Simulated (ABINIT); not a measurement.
PtS2:

```
CELL_PARAMETERS angstrom
3.54320 0.00000 0.00000
-1.77160 3.06850 0.00000
0.00000 0.00000 5.03880
ATOMIC_POSITIONS crystal
Pt 0.00000 0.00000 0.00000
S 0.66667 0.33333 0.77300
S 0.33333 0.66667 0.22700
```

Program: ABINIT 10.8.3 (patched build). Alike in all runs: no spin polarisation; cell as given; cutoff (eV) 544; smearing fermi-dirac 0.05 eV. Hardware: 1 thread of Arm Neoverse V2, on a shared host.

Task: Order these runs on this cell by their wall time, lowest first.
A. task single point; level PBEsol; potentials or basis JTH PAW PBE v2.0; k mesh 7 × 7 × 4; mesh quality not flagged
B. task single point; level LDA; potentials or basis JTH PAW LDA v2.0; k mesh 4 × 4 × 2; mesh quality coarse
C. task band structure; level SOGGA; potentials or basis JTH PAW PBE v2.0; k mesh 9 × 9 × 5; mesh quality not flagged

Result: B (8.9 s), A (45 s), C (140 s).

Caveats: some runs use coarse meshes.
